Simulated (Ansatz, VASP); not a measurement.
## Cross-check of Zn (ladder Zn chain) between VASP and Ansatz

One calculation is typed for both programs; each brings its own data sets. How far apart do they land? The structure shown is the start of the Ansatz relaxation below; VASP solves that cell, so the two are compared at the walk's first step. Other levels of theory on this material are compared in a session of their own.

Program: Ansatz 0.2.0. Level of theory: plane waves, with VASP 6.6.1 beside it; single point at r2SCAN. Results are calculated unless marked as measured.

### 1. Set-up

The cell holds 2 atoms: 2 Zn. Cell: a = 9.000 Å, b = 7.500 Å, c = 2.388 Å, α = 90.0°, β = 90.0°, γ = 90.0°. Vacuum lies along a and b. The structure's axis is c.

### 2. Ansatz: relaxation, r2SCAN

Ansatz runs on its default PAW (the set named soft_2) files.

The two programs are compared at the cell with which this relaxation starts, whose forces are those of its first step.

input.yaml reads:

```yaml
crystal:
  lattice:
    - [9.0, 0.0, 0.0]
    - [0.0, 7.5, 0.0]
    - [0.0, 0.0, 2.38754]
  atoms:
    - { symbol: Zn, position: [0.386675556, 0.5, 0.0], spin: 0.5 }
    - { symbol: Zn, position: [0.613324444, 0.5, 0.5], spin: 0.5 }
magnetization:
  spin_polarized: true
kpoints:
  mp_grid: { grid: [1, 1, 34] }
scf:
  occupations: { method: fermi_dirac, width: 0.05 }
hamiltonian:
  xc: r2scan
relax:
  cell: { fix: [a, b, alpha, beta, gamma] }
  max_steps: 60
```

The run is started by

```sh
$ ansatz run input.yaml --threads 4 --pin off --max-ram 8192MiB --backend cpu --events-out ev --progress --plain --runs-dir out
```

Numbers of over 12 decimals in the logs are rounded to 6 here.

The log of the run:

```text
Engine: ansatz 0.2.0, aarch64-unknown-linux-gnu
Pseudopotentials: kind: paw
Pseudopotential: Zn, paw, valence charge 12, recommended cutoff 500 eV (meta_gga), Zn.paw.azcp
Functional definition: r2SCAN
  parameter k0 = 0.174
  parameter k1 = 0.065
  parameter a1 = 4.9479
  exchange = r2scan_x(k0 = k0, k1 = k1, a1 = a1)
  correlation = r2scan_c
Crystal: 2 atoms, lattice volume = 161.159 Å³
Basis set: ecut = 500 eV, 4107 PW (Γ), exchange–correlation on 288×240×72 points (64 copies of the dense FFT grid, shifted against one another)
Bands: 17, of which v1, the nominal top of the filled ones, is band 12 counted from 1 (11 counted from 0)
Symmetry: 8 space group operations
Space group: Pmma (ITA 51), of the structure as read, at distance tolerance 5.4e-5 Å
Magnetic group: BNS 51.289 (UNI 387), of the structure as read, at distance tolerance 5.4e-5 Å
k-points: 18 of 34
Non-local potential: Zn, projectors of the file, l = 0: 2, l = 1: 2, l = 2: 3, l = 3: 1
PAW form: soft (Blöchl's): semilocal exchange-correlation on the pseudo side does not see the compensation charge
PAW frozen core: Zn, regenerated for the run's functional (the file was generated under x = pbe(κ = 0.804, μ = 0.219515), c = pbe(β = 0.066725))
PAW one-centre angular grid: Zn, 590 points (default); XC on 261 of its mesh's 2673 points in the sphere
Initial density: superposition of atomic densities (neutral atoms: chi_scale 0, normalization atom)
Starting moments: Σ|m| = 1 μB on 2 of 2 sites
Initial wavefunctions: pseudopotential atomic-orbital guess
Functional: x = r2scan, c = r2scan; τ floored in thin density (d = 2e-4 eV/Å³)
iter 1 solved again at ethr=1.36e-3 eV; its pass at ethr=3.10e-3 eV (dr2=3.28e-1 eV) is discarded
SCF iter   1: F=—  HF=-6649.123222 eV  |F-HF|=—  |Δ(HF+E_count)|=         —  Δρ=2.84e-2 (↑2.84e-2 ↓2.15e-2)  dr2=3.44e-1  dr2_τ=3.22e-3  dr2_m=8.73e-1  M=0.145 μB ∫|m|=0.145 μB  β_m=0.30  ethr=1.36e-3  ⟨swp⟩=1.0  Hψ=4584  notcnv=0
preconditioner: auto → Resta (q_TF=auto, 1.986 Å⁻¹)  ε∞=2.7  [insulator: Δε(μ)=0.160 eV  Ē_g=11.051 eV  σ=0.050 eV  W_gap=0.66  n_scr=20 (ndim 8)  ℏωp=14.3 eV  f_vac=0.648  D(μ)=0.80/eV (n_scr^D=4)  ε∞_Penn≈2.7  vacuum switching on, ρ_ref=8.9e-3 e/Å³]
spin=Collinear: Resta preconditioning applied to the charge; magnetization (m = ρ↑ − ρ↓) channel mixes plain (no charge-response kernel on spin).
SCF iter   2: F=—  HF=-6649.171391 eV  |F-HF|=—  |Δ(HF+E_count)|=   4.82e-2  Δρ=1.91e-2 (↑1.91e-2 ↓1.70e-2)  dr2=1.27e-1  dr2_τ=5.27e-4  dr2_m=4.56e-1  M=0.122 μB ∫|m|=0.123 μB  β_m=0.30  ethr=1.36e-3  ⟨swp⟩=2.5  Hψ=1005  notcnv=0  κ⁻¹=1.0e0(r=1)
preconditioner: auto → LDOS  [metal: Δε(μ)=0.060 eV  Ē_g=11.183 eV  σ=0.050 eV  W_gap=0.28  n_scr=20 (ndim 8)  ℏωp=14.3 eV  f_vac=0.648  D(μ)=1.04/eV (n_scr^D=4)]
spin=Collinear: LDOS preconditioning applied to the charge; magnetization (m = ρ↑ − ρ↓) channel mixes plain (no charge-response kernel on spin).
SCF iter   3: F=—  HF=-6649.216392 eV  |F-HF|=—  |Δ(HF+E_count)|=   4.50e-2  Δρ=1.29e-2 (↑1.25e-2 ↓1.29e-2)  dr2=1.92e-2  dr2_τ=2.14e-4  dr2_m=2.33e-1  M=0.091 μB ∫|m|=0.091 μB  β_m=0.30  ethr=5.29e-4  ⟨swp⟩=3.2  Hψ=1445  notcnv=0  defer=19  κ⁻¹=3.0e-2(r=2)
SCF iter   4: F=—  HF=-6649.239755 eV  |F-HF|=—  |Δ(HF+E_count)|=   2.34e-2  Δρ=9.20e-3 (↑8.84e-3 ↓9.20e-3)  dr2=1.68e-3  dr2_τ=5.78e-5  dr2_m=1.20e-1  M=0.073 μB ∫|m|=0.074 μB  β_m=0.30  ethr=8.02e-5  ⟨swp⟩=2.6  Hψ=1197  notcnv=0  defer=19  κ⁻¹=2.0e-3(r=3)
SCF iter   5: F=—  HF=-6649.249241 eV  |F-HF|=—  |Δ(HF+E_count)|=   9.49e-3  Δρ=6.65e-3 (↑6.26e-3 ↓6.65e-3)  dr2=3.77e-4  dr2_τ=2.81e-5  dr2_m=6.15e-2  M=0.065 μB ∫|m|=0.066 μB  β_m=0.30  ethr=7.00e-6  ⟨swp⟩=2.4  Hψ=1188  notcnv=0  defer=19  κ⁻¹=2.4e-4(r=4)
SCF iter   6: F=—  HF=-6649.253762 eV  |F-HF|=—  |Δ(HF+E_count)|=   4.52e-3  Δρ=4.77e-3 (↑4.50e-3 ↓4.77e-3)  dr2=2.51e-4  dr2_τ=1.43e-5  dr2_m=3.17e-2  M=0.055 μB ∫|m|=0.056 μB  β_m=0.30  ethr=1.57e-6  ⟨swp⟩=2.4  Hψ=1103  notcnv=0  defer=19  κ⁻¹=4.6e-5(r=5)
SCF iter   7: F=—  HF=-6649.256590 eV  |F-HF|=—  |Δ(HF+E_count)|=   2.83e-3  Δρ=3.37e-3 (↑3.37e-3 ↓3.28e-3)  dr2=6.71e-5  dr2_τ=6.77e-6  dr2_m=1.63e-2  M=0.048 μB ∫|m|=0.049 μB  β_m=0.41  ethr=1.05e-6  ⟨swp⟩=2.0  Hψ=1178  notcnv=0  defer=19
Mixer restart at iter 7: flushing history
spin-set hold released at iteration 7 (site moments contracting): the magnetisation degrees of freedom join the quasi-Newton model from the next iteration; the mixer history was flushed
SCF iter   8: F=—  HF=-6649.257937 eV  |F-HF|=—  |Δ(HF+E_count)|=   1.35e-3  Δρ=2.06e-3 (↑2.06e-3 ↓1.99e-3)  dr2=1.62e-5  dr2_τ=2.43e-6  dr2_m=6.05e-3  M=0.040 μB ∫|m|=0.041 μB  β_m=0.79  ethr=2.79e-7  ⟨swp⟩=2.2  Hψ=1101  notcnv=0  defer=19  κ⁻¹=1.0e0(r=1)
[...]
the starting moments were not kept: the SCF closed with an absolute magnetisation of 1.9e-5 μB, where they sum to 1 μB in size (2 sites). That is at most 0.1 of that sum. Measured as dr2_m measures the in/out step, that magnetisation stands 2.2e-11 eV from none, at or under the dr2_threshold of 1.6e-8 eV: it is no larger than a step whose dr2_m would equal this threshold.
SCF 5 converged in 9 iterations: F = -6649.417943 eV  dr2 = 1.58e-9
[...]
SCF iter   5: F=—  HF=-6649.417408 eV  |F-HF|=—  |Δ(HF+E_count)|=   6.03e-5  Δρ=1.24e-5 (↑1.24e-5 ↓1.24e-5)  dr2=1.66e-7  dr2_τ=2.49e-7  dr2_m=9.97e-13  M=0.000 μB ∫|m|=0.000 μB  β_m=0.30  ethr=2.64e-9  ⟨swp⟩=2.8  Hψ=1112  notcnv=0  κ⁻¹=1.9e-3(r=4)
SCF iter   6: F=—  HF=-6649.417695 eV  |F-HF|=—  |Δ(HF+E_count)|=   2.87e-4  Δρ=9.34e-6 (↑9.34e-6 ↓9.33e-6)  dr2=1.79e-7  dr2_τ=9.64e-8  dr2_m=7.55e-13  M=0.000 μB ∫|m|=0.000 μB  β_m=0.30  ethr=6.90e-10  ⟨swp⟩=3.0  Hψ=1268  notcnv=0  κ⁻¹=1.3e-3(r=5)
SCF iter   7: F=—  HF=-6649.417831 eV  |F-HF|=—  |Δ(HF+E_count)|=   1.36e-4  Δρ=7.74e-6 (↑7.74e-6 ↓7.74e-6)  dr2=1.15e-7  dr2_τ=5.76e-8  dr2_m=6.28e-13  M=-0.000 μB ∫|m|=0.000 μB  β_m=1.20  ethr=6.90e-10  ⟨swp⟩=3.0  Hψ=1212  notcnv=0  κ⁻¹=9.5e-5(r=6)
SCF iter   8: F=—  HF=-6649.417994 eV  |F-HF|=—  |Δ(HF+E_count)|=   1.63e-4  Δρ=5.51e-6 (↑5.51e-6 ↓5.51e-6)  dr2=4.46e-8  dr2_τ=2.27e-8  dr2_m=8.60e-14  M=-0.000 μB ∫|m|=0.000 μB  β_m=1.20  ethr=4.81e-10  ⟨swp⟩=3.0  Hψ=1268  notcnv=0  κ⁻¹=1.9e-5(r=7)
SCF iter   9: F=—  HF=-6649.418153 eV  |F-HF|=—  |Δ(HF+E_count)|=   1.59e-4  Δρ=3.11e-6 (↑3.11e-6 ↓3.11e-6)  dr2=3.97e-8  dr2_τ=5.01e-9  dr2_m=1.26e-13  M=-0.000 μB ∫|m|=0.000 μB  β_m=0.61  ethr=1.86e-10  ⟨swp⟩=3.4  Hψ=1398  notcnv=0  κ⁻¹=1.6e-5(r=8)
SCF iter  10: F=—  HF=-6649.418220 eV  |F-HF|=—  |Δ(HF+E_count)|=   6.74e-5  Δρ=7.64e-7 (↑7.63e-7 ↓7.64e-7)  dr2=3.45e-9  dr2_τ=1.71e-10  dr2_m=1.87e-13  M=-0.000 μB ∫|m|=0.000 μB  β_m=1.20  ethr=1.65e-10  ⟨swp⟩=3.6  Hψ=1282  notcnv=0  κ⁻¹=1.9e-5(r=8)
SCF iter  11: F=—  HF=-6649.418220 eV  |F-HF|=—  |Δ(HF+E_count)|=   6.40e-7  Δρ=4.01e-7 (↑4.00e-7 ↓4.01e-7)  dr2=2.58e-9  dr2_τ=4.00e-12  dr2_m=5.52e-14  M=-0.000 μB ∫|m|=0.000 μB  β_m=0.66  ethr=1.44e-11  ⟨swp⟩=3.1  Hψ=1218  notcnv=0  κ⁻¹=1.3e-5(r=8)
SCF iter  12: F=—  HF=-6649.418220 eV  |F-HF|=—  |Δ(HF+E_count)|=   1.56e-7  Δρ=3.55e-7 (↑3.53e-7 ↓3.55e-7)  dr2=3.25e-9  dr2_τ=1.64e-11  dr2_m=2.96e-14  M=-0.000 μB ∫|m|=0.000 μB  β_m=1.20  ethr=1.07e-11  ⟨swp⟩=2.4  Hψ=1120  notcnv=0  κ⁻¹=8.8e-5(r=8)
SCF iter  13: F=—  HF=-6649.418220 eV  |F-HF|=—  |Δ(HF+E_count)|=   1.36e-7  Δρ=1.12e-7 (↑1.10e-7 ↓1.12e-7)  dr2=3.89e-10  dr2_τ=4.98e-13  dr2_m=1.73e-14  M=-0.000 μB ∫|m|=0.000 μB  β_m=1.20  ethr=1.07e-11  ⟨swp⟩=2.2  Hψ=706  notcnv=0  κ⁻¹=1.9e-4(r=8)
SCF iter  14: F=-6649.418220 eV  HF=-6649.418220 eV  |F-HF|=7.54e-9  |Δ(HF+E_count)|=   4.25e-9  Δρ=4.95e-8 (↑4.95e-8 ↓4.90e-8)  dr2=1.16e-11  dr2_τ=5.76e-13  dr2_m=3.91e-15  M=-0.000 μB ∫|m|=0.000 μB  ethr=1.00e-12  ⟨swp⟩=4.4  Hψ=3175  notcnv=0
the starting moments were not kept: the SCF closed with an absolute magnetisation of 6.7e-7 μB, where they sum to 1 μB in size (2 sites). That is at most 0.1 of that sum. Measured as dr2_m measures the in/out step, that magnetisation stands 1.9e-14 eV from none, at or under the dr2_threshold of 2.0e-11 eV: it is no larger than a step whose dr2_m would equal this threshold.
SCF 6 converged in 14 iterations: F = -6649.418220 eV  dr2 = 1.16e-11
relax step   6: F+E_penalty+E_count = -6649.41821974 eV  Δ(F+E_penalty+E_count) = -2.768e-4 eV  max|allowed force component| = 2.480e-3 eV/Å  Δτ_max = 0.0000 Å  P = +0.100 GPa  Ω = 165.262 Å³  fix = [a, b, alpha, beta, gamma]  reactions: a +0.198, b +0.098 GPa  stress off target by 4.81e-3 GPa on what of the cell is left free  SCF on the basis re-selected at this cell (its energy is not comparable with the rows above)  (14 SCF iters)
basis re-selected at this cell: Δ(F+E_penalty+E_count) = -2.768e-4 eV, ΔP = +0.002 GPa vs the last step (what re-selecting the basis moved, of the pressure what is left beyond the Pulay correction that the steps carried, after the strain that the cell walked since its last selection, with what the two solves' SCF thresholds leave and, on support functions, any second-order correction that the steps lacked; it is no m [...]
SCF converged after 14 iterations
Stability not checked: this state was not tested for a lower state beside it, because the mixer in use, unlike msr1, does not test its closes by its own steps (another_mixer; see scf.mixing.algorithm and scf.lower_state_search)
Magnetization: -0.0000 μB (12.0000 up, 12.0000 down)
Absolute magnetization: 0.0000 μB (∫|ρ↑−ρ↓|, with the PAW one-centre terms)
Spin contamination: 0.0000 ħ² per cell (⟨S²⟩ above its minimum at these occupations)
Per-site moments (μB) at R_I (Å): [(-1.810132396750442e-8, 1.009934), (-1.810132410444872e-8, 1.009934)]
Free energy (F): -6649.418220 eV
Harris-Foulkes:  -6649.418220 eV  (|F-HF|=7.54e-9)
Internal energy: -6649.404783 eV  (E = F + TS)
E sigma→0 (E₀):  -6649.411501 eV
Entropy (-TS):   -0.013437 eV (-6.718 meV/atom)
Fermi energy:    -1.003475 eV
--- Per-component energies (eV) ---
  E_band       = -188.979492
  E_kinetic    = 259.033250
  E_local      = -7136.445319  (includes V_loc(G=0)·N_el)
  E_nonlocal   = 1227.507769
  E_hartree    = 3183.315292
  E_xc         = -246.101980
  E_vxc        = -105.820711  (∫ρ·V_xc dr)
  E_paw        = -3691.740793  (= ΣΔE_a)
  E_vpaw       = -806.760050  (= ΣTr[D̂ρ^β])
  E_aug_tail   = -0.000102  (compensation charges beyond the density's cutoff)
  E_vtau       = 6.875114  (kinetic-family band-sum trace: ∫τ·v_τ [+ j·A + Jᵃ·Aᵃ] dr)
  E_ewald      = -244.607662
  E_core_change = -0.365237  (= ΣΔE_core)
  E_smearing   = -0.013437  (= −TS)
  E_closure    = -0.000000  (closes the sum)
  Σ components = -6649.418220   (vs F -6649.418220, Δ=0.00e0)
--- Forces (eV/Å), atoms counted from 1 ---
  atom   1  Zn     0.00248032    -0.00000000    -0.00000000
  atom   2  Zn    -0.00248032     0.00000000     0.00000000
  max |Σ_I F_I| component: 4.04e-28 eV/Å
--- Stress (GPa, compression-positive) ---
        0.198053      -0.000000      -0.000000
       -0.000000       0.097791      -0.000000
       -0.000000      -0.000000       0.004810
  P = ⅓ Tr σ = 0.1002 GPa (1.002 kbar)
--- Relaxed structure (5 steps of the walk, 5 accepted, 1 SCFs on fresh bases) ---
  F+E_penalty+E_count = -6649.41821974 eV   max|allowed force component| = 2.480e-3 eV/Å   (the final SCF, on the basis selected at the relaxed cell)
  cell:  # Å, volume = 165.2619 Å³
    - [9.0, 0.0, 0.0]
    - [0.0, 7.5, 0.0]
    - [0.0, 0.0, 2.448324]
  atoms:
    - { symbol: Zn, position: [0.370737, 0.500000, 0.0] }
    - { symbol: Zn, position: [0.629263, 0.500000, 0.500000] }
```

In the SCF lines HF is the Harris–Foulkes energy and dr2 the Hartree energy of the density residual, in eV; the loop may stop once dr2 is under the threshold and the program's other checks hold. Hψ counts applications of the Hamiltonian.

(Continued in part 2 of 2.)

[Lines on the potential files, build, host, timing and source positions are cut from VASP's logs without a mark.]

[Logs are printed without paths, hosts, clocks, repeated set-up lines and the standing remarks that a program may print on its own settings, such as how far it seeks lower states.]

[Hosts, paths, dates, database ids (printed as entryN), source tags and the programs' standing remarks are cut or masked in the printed files.]
